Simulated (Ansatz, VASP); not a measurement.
# Au in VASP and in Ansatz

INCAR

```
  ALGO = Normal
  EDIFF = 1E-6
  ENCUT = 520
  GGA = CA
  ISIF = 2
  ISMEAR = -1
  LASPH = T
  LCHARG = F
  LREAL = F
  LWAVE = F
  NBANDS = 12
  NELM = 80
  PREC = Accurate
  SIGMA = 0.05
```

Contents of KPOINTS:

```
k-points
0
Gamma
  11 11 11
```

POSCAR

```
Au
1.0
    0.0000000000      2.0749120936      2.0749120936
    2.0749120936      0.0000000000      2.0749120936
    2.0749120936      2.0749120936      0.0000000000
Au
1
Direct
    0.0000000000      0.0000000000      0.0000000000
```

input.yaml

```yaml
crystal:
  lattice:
    - [0.0, 2.0749120936, 2.0749120936]
    - [2.0749120936, 0.0, 2.0749120936]
    - [2.0749120936, 2.0749120936, 0.0]
  atoms:
    - { symbol: Au, position: [0.0, 0.0, 0.0] }
hamiltonian:
  xc: lda
  pseudopotentials: { kind: paw, xc_functional: lda, accuracy: standard }
kpoints:
  mp_grid: { grid: [11, 11, 11] }
scf:
  occupations: { method: fermi_dirac, width: 0.05 }
output:
  forces: true
  stress: true
  eigenvalues: true
```

Alike in both runs: task single point; functional LDA; k mesh 11 × 11 × 11; occupations fermi-dirac, width 0.05 eV; no spin polarisation.

|  | VASP | Ansatz |
| --- | --- | --- |
| version | VASP 6.6.1 | Ansatz 0.2.0 |
| potentials or method | VASP PAW LDA potentials, release 64 (Au) | JTH PAW LDA |
| plane-wave cutoff (eV) | 520 | 750 |
| valence electrons in the cell | 11 | 11 |

Ansatz gave:

```
gap on the k mesh at the Fermi level (eV) : none
pressure (GPa)                            : -11.7
```

Task: What did VASP give for the same quantities?

Result: gap on the k mesh at the Fermi level (eV): none; pressure (GPa): -11.4.

A gap of «none» marks a metal or a gap that the smearing closes.

Spin-orbit coupling is left out, which matters for the levels of Au.
